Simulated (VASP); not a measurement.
# SnTe: convergence, self-consistent run

SnTe, I4mm (no. 107), 2 atoms in the cell. PBEsol; PAW potentials Te, Sn_d (PBE set). VASP 6.6.1. The cell is changed on purpose: last atom moved by 0.04 Å along z, cell strained by -1.0% along z.

Wanted: energy within 0.5 meV/atom; forces within 0.003 eV/Å; stress within 0.05 GPa; levels at the zone centre within 0.003 eV.

What the run is for: all; Accuracy asked: tight.

Levels at the zone centre: counted from the valence top at that point.

POSCAR:
```
SnTe
1.0
    0.0000000000      3.1508500000      3.1193415000
    3.1508500000      0.0000000000      3.1193415000
    3.1508500000      3.1508500000      0.0000000000
Te Sn
1 1
Direct
    0.5000000000      0.5000000000      0.5000000000
    0.0063474900      0.0063474900     -0.0063474900
```

The series start from Plane-wave cutoff (eV): 310; k-point mesh: 6 × 6 × 6; Precision mode (PREC): Accurate; Electronic threshold (eV): 1e-6; Bands in all (NBANDS): 20; Aspherical gradient terms in the spheres (LASPH): yes; Electronic algorithm: ALGO=Normal; Placing of the Fermi level (EFERMI): EFERMI=MIDGAP; Use of symmetry (ISYM): defaults. Each series keeps the choices made before it, and each single choice may use up half of a tolerance.

## Plane-wave cutoff (eV)

| Plane-wave cutoff (eV) | Energy less reference (meV/atom) | Forces, largest deviation (eV/Å) | Stress, largest deviation (GPa) | Levels at the zone centre, largest deviation (eV) | SCF iterations | Time (s) |
|---|---|---|---|---|---|---|
| 190 | 91.70 | 0.0027 | 14.276 | 0.0054 | 12 | 4.7 |
| 240 | 1.57 | 0.0008 | 0.353 | 0.0006 | 12 | 5.1 |
| 280 | 1.19 | 0.0008 | 0.088 | 0.0010 | 12 | 4.9 |
| 310 | 0.90 | 0.0006 | 0.250 | 0.0009 | 12 | 12 |
| 360 | 0.88 | 0.0004 | 0.160 | 0.0004 | 12 | 9.6 |
| 420 | 0.22 | 0.0001 | 0.000 | 0.0000 | 12 | 12 |
| 500 | 0.22 | 0.0002 | 0.019 | 0.0000 | 12 | 10 |
| 620 (reference) | 0.00 | 0.0000 | 0.000 | 0.0000 | 12 | 15 |

Chosen: 420, the loosest value from which every tighter one stays within half of the tolerance.

## k-point mesh

| k-point mesh | Energy less reference (meV/atom) | Forces, largest deviation (eV/Å) | Stress, largest deviation (GPa) | Levels at the zone centre, largest deviation (eV) | SCF iterations | Time (s) |
|---|---|---|---|---|---|---|
| 2 × 2 × 2 | 947.79 | 0.4252 | 4.545 | 0.2057 | 12 | 4.2 |
| 3 × 3 × 3 | -48.67 | 0.0366 | 0.139 | 0.0003 | 11 | 4.3 |
| 4 × 4 × 4 | -6.06 | 0.0810 | 0.960 | 0.0060 | 12 | 7.5 |
| 5 × 5 × 5 | -3.88 | 0.0190 | 0.098 | 0.0016 | 12 | 8.0 |
| 6 × 6 × 6 | -1.30 | 0.0252 | 0.156 | 0.0020 | 12 | 12 |
| 8 × 8 × 8 | 0.49 | 0.0104 | 0.033 | 0.0013 | 12 | 20 |
| 10 × 10 × 10 | 0.05 | 0.0030 | 0.012 | 0.0000 | 12 | 36 |
| 12 × 12 × 12 (reference) | 0.00 | 0.0000 | 0.000 | 0.0000 | 12 | 57 |

Chosen: 12 × 12 × 12; the next looser run is off by more than half of the tolerance, so convergence isn't shown beyond this value.

## Precision mode (PREC)

| Precision mode (PREC) | Energy less reference (meV/atom) | Forces, largest deviation (eV/Å) | Stress, largest deviation (GPa) | Levels at the zone centre, largest deviation (eV) | SCF iterations | Time (s) |
|---|---|---|---|---|---|---|
| Low | -0.63 | 0.0105 | 0.005 | 0.0001 | 12 | 25 |
| SingleN | -0.63 | 0.0105 | 0.005 | 0.0001 | 12 | 24 |
| Normal | -0.01 | 0.0011 | 0.003 | 0.0000 | 12 | 25 |
| Accurate (reference) | 0.00 | 0.0000 | 0.000 | 0.0000 | 12 | 57 |

Chosen: Normal.

## Electronic threshold (eV)

| Electronic threshold (eV) | Energy less reference (meV/atom) | Forces, largest deviation (eV/Å) | Stress, largest deviation (GPa) | Levels at the zone centre, largest deviation (eV) | SCF iterations | Time (s) |
|---|---|---|---|---|---|---|
| 0.001 | 0.02 | 0.0010 | 0.291 | 0.0054 | 8 | 17 |
| 0.0001 | -0.01 | 0.0004 | 0.439 | 0.0048 | 9 | 19 |
| 1e-5 | 0.00 | 0.0000 | 0.061 | 0.0006 | 11 | 23 |
| 1e-6 | 0.00 | 0.0000 | 0.028 | 0.0002 | 12 | 25 |
| 1e-7 | 0.00 | 0.0000 | 0.002 | 0.0000 | 14 | 27 |
| 1e-8 (reference) | 0.00 | 0.0000 | 0.000 | 0.0000 | 15 | 29 |

Chosen: 1e-7.

## Bands in all (NBANDS)

| Bands in all (NBANDS) | Energy less reference (meV/atom) | Forces, largest deviation (eV/Å) | Stress, largest deviation (GPa) | Levels at the zone centre, largest deviation (eV) | SCF iterations | Time (s) |
|---|---|---|---|---|---|---|
| 11 | 0.00 | 0.0000 | 0.002 | 0.0001 | 14 | 16 |
| 12 | 0.00 | 0.0000 | 0.001 | 0.0001 | 14 | 16 |
| 14 | 0.00 | 0.0000 | 0.003 | 0.0000 | 14 | 20 |
| 16 | 0.00 | 0.0000 | 0.002 | 0.0001 | 14 | 24 |
| 20 | 0.00 | 0.0000 | 0.003 | 0.0000 | 14 | 27 |
| 30 (reference) | 0.00 | 0.0000 | 0.000 | 0.0000 | 12 | 36 |

Chosen: 11.

## Aspherical gradient terms in the spheres (LASPH)

| Aspherical gradient terms in the spheres (LASPH) | Energy less reference (meV/atom) | Forces, largest deviation (eV/Å) | Stress, largest deviation (GPa) | Levels at the zone centre, largest deviation (eV) | SCF iterations | Time (s) |
|---|---|---|---|---|---|---|
| no | 0.01 | 0.0002 | 0.000 | 0.0001 | 14 | 16 |
| yes (reference) | 0.00 | 0.0000 | 0.000 | 0.0000 | 14 | 16 |

Chosen: no.

## Electronic algorithm

| Electronic algorithm | Energy less reference (meV/atom) | Forces, largest deviation (eV/Å) | Stress, largest deviation (GPa) | Levels at the zone centre, largest deviation (eV) | SCF iterations | Time (s) |
|---|---|---|---|---|---|---|
| ALGO=Normal | 0.00 | 0.0000 | 0.000 | 0.0000 | 14 | 16 |
| ALGO=Fast | 0.00 | 0.0001 | 0.001 | 0.0001 | 24 | 28 |
| ALGO=VeryFast | no result | no result | no result | no result | 120 | 97 |
| ALGO=All ISEARCH=1 | 0.00 | 0.0000 | 0.003 | 0.0001 | 25 | 24 |
| ALGO=All ISEARCH=0 | 0.00 | 0.0000 | 0.003 | 0.0001 | 25 | 25 |
| ALGO=Damped TIME=0.4 | no result | no result | no result | no result | 120 | 82 |
| ALGO=Damped TIME=0.1 | no result | no result | no result | no result | 120 | 81 |

Chosen: ALGO=Normal; no other choice that stays within half of the tolerance saves 30 % of the time.

## Placing of the Fermi level (EFERMI)

| Placing of the Fermi level (EFERMI) | Energy less reference (meV/atom) | Forces, largest deviation (eV/Å) | Stress, largest deviation (GPa) | Levels at the zone centre, largest deviation (eV) | SCF iterations | Time (s) |
|---|---|---|---|---|---|---|
| EFERMI=MIDGAP | 0.00 | 0.0000 | 0.000 | 0.0000 | 14 | 16 |
| EFERMI=LEGACY | 0.00 | 0.0000 | 0.000 | 0.0000 | 14 | 16 |

Chosen: EFERMI=MIDGAP.

## Use of symmetry (ISYM)

| Use of symmetry (ISYM) | Energy less reference (meV/atom) | Forces, largest deviation (eV/Å) | Stress, largest deviation (GPa) | Levels at the zone centre, largest deviation (eV) | SCF iterations | Time (s) |
|---|---|---|---|---|---|---|
| defaults | 0.00 | 0.0000 | 0.000 | 0.0000 | 14 | 16 |
| ISYM=1 | 0.00 | 0.0000 | 0.000 | 0.0000 | 14 | 16 |
| ISYM=0 | 0.00 | 0.0000 | 0.000 | 0.0000 | 14 | 79 |
| ISYM=-1 | 0.00 | 0.0000 | 0.000 | 0.0000 | 14 | 160 |

Chosen: defaults.

## All choices together

| Input | Energy less reference (meV/atom) | Forces, largest deviation (eV/Å) | Stress, largest deviation (GPa) | Levels at the zone centre, largest deviation (eV) | Time (s) |
|---|---|---|---|---|---|
| the program's defaults (naive) | -4.45 | 0.0700 | 0.811 | 0.0019 | 1.7 |
| chosen settings | 0.22 | 0.0014 | 0.005 | 0.0002 | 16 |
| reference settings throughout | 0.00 | 0.0000 | 0.000 | 0.0000 | 153 |

The chosen settings stay within the tolerance of the reference run, but the reference itself isn't shown to be converged in: k-point mesh.

Values of the reference run: Forces: 0, 0, 0.01783, 0, 0, -0.01783 eV/Å; Stress: -0.2337, 0, 0, 0, -0.2337, 0, 0, 0, 1.217 GPa; Levels at the zone centre: 0, 0, 5.38 eV from the valence top at Gamma.

## The input

INCAR:
```
  GGA = PS
  ISMEAR = 0
  SIGMA = 0.03
  LWAVE = F
  LCHARG = F
  ISIF = 2
  PREC = Normal
  LASPH = F
  LREAL = F
  ALGO = Normal
  EDIFF = 1E-7
  NELM = 120
  GGA_COMPAT = F
  ENCUT = 420
  EFERMI = MIDGAP
  NBANDS = 11
```

KPOINTS:
```
Automatic mesh
0
Gamma
  12 12 12
  0 0 0
```

Commands:
```
cat potpaw_PBE.64/Te/POTCAR potpaw_PBE.64/Sn_d/POTCAR > POTCAR
mpirun -np 1 vasp_std > vasp.out
```

The chosen input took VASP 6.6.1 16 s on 1 core (Intel Xeon 6975P-C (Granite Rapids)), a shared host.

## An input that fails: mixing far too strong

VASP's message: ERROR FEXCP: supplied Exchange-correletion table is too small, maximal index : 7265.

Changes against the starting input:
```
- NELM = 120
+ NELM = 56
+ IMIX = 1
+ AMIX = 2.5
+ BMIX = 0.0001
```
